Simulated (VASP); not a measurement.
CdS (Greenockite): dielectric tensor with PBE

Crystal: CdS (Greenockite).

```
Cd S
1.0
     4.13146    0.00000    0.00000
    -2.06573    3.57795    0.00000
     0.00000    0.00000    6.72462
Cd S
2 2
Direct
  0.33333 0.66667 0.99932
  0.66667 0.33333 0.49932
  0.33333 0.66667 0.37568
  0.66667 0.33333 0.87568
```

| Property | Result |
| --- | --- |
| Program | VASP 6.6.1 |
| Task | dielectric tensor |
| Functional | PBE |
| Potentials or basis | VASP PAW PBE potentials, release 64 (Cd, S) |
| Cutoff | 520 eV |
| k mesh | 12 × 12 × 7 |
| Occupations | gaussian, width 0.03 eV |
| Spin | no spin polarisation |
| Monkhorst-Pack mesh | no |
| Further INCAR settings | ALGO = Fast; EDIFF = 1e-08 |

```
Band gap on the k mesh                  : 1.22 eV, direct
Electronic dielectric tensor (diagonal) : 5.99, 5.99, 6.08
Born charges (mean of the diagonal)     : Cd +2.16; S -2.16 e
```

Levels at points of the mesh, in eV from the valence-band top:
```tsv
k point	band 15	band 16	band 17	band 18	band 19	band 20	band 21	band 22
(0.00, 0.00, 0.00)	-0.76	-0.05	0.00	0.00	1.22	2.80	6.48	6.48
(0.50, 0.00, 0.00)	-2.65	-1.88	-1.30	-0.76	3.73	3.89	5.10	6.42
```

Electronic dielectric tensor:
```
5.99 0.00 0.00
0.00 5.99 0.00
0.00 0.00 6.08
```

Born effective charge tensors (e):
atom 1, Cd
```
2.13 0.00 0.00
0.00 2.13 0.00
0.00 0.00 2.22
```
atom 2, Cd
```
2.13 0.00 0.00
0.00 2.13 0.00
0.00 0.00 2.22
```
atom 3, S
```
-2.13  0.00  0.00
 0.00 -2.13  0.00
 0.00  0.00 -2.22
```
atom 4, S
```
-2.13  0.00  0.00
 0.00 -2.13  0.00
 0.00  0.00 -2.22
```

Run time: 22 min on 2 MPI ranks on Intel(R) Xeon(R) Platinum 8259CL CPU @ 2.50GHz (Skylake/Cascade Lake), with other jobs on the host, peak memory 1.3 GiB a rank.

The gap isn't set beside the measured one, since this odd mesh misses points on the zone boundary.

Caveat: an odd mesh through Γ misses points on the zone boundary, where band edges often lie.
